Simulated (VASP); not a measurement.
HfO2:

```
Hf O
1.0
     5.07623    0.00000   -0.00248
     0.00000    5.15429    0.00000
    -0.87565    0.00000    5.17132
Hf O
4 8
Direct
  0.27731 0.45730 0.70766
  0.72269 0.95730 0.79234
  0.72269 0.54270 0.29234
  0.27731 0.04270 0.20766
  0.44707 0.74182 0.98080
  0.55293 0.24182 0.51920
  0.55293 0.25818 0.01920
  0.44707 0.75818 0.48080
  0.07115 0.33718 0.34080
  0.92885 0.83718 0.15920
  0.92885 0.66282 0.65920
  0.07115 0.16282 0.84080
```

The cell is a database's computed one.

Base run:

| Item | Value |
| --- | --- |
| Program | VASP 6.6.1 |
| Functional | TB-mBJ |
| Potentials or basis | VASP PAW PBE potentials, release 64 (Hf_pv, O) |
| Cutoff | 520 eV |
| k mesh | 4 × 4 × 4 |
| Occupations | gaussian, width 0.02 eV |
| Spin | no spin polarisation |

Its results: band gap on the k mesh 5.69 eV, indirect (least direct gap 5.75 eV).

Problem. The run is repeated on the same cell with these changes: functional from TB-mBJ to r2SCAN. What comes out?

Solution. Band gap on the k mesh 4.57 eV, indirect (least direct gap 4.66 eV).

Caveats: spin-orbit coupling is left out, which moves the levels of the heavy elements.
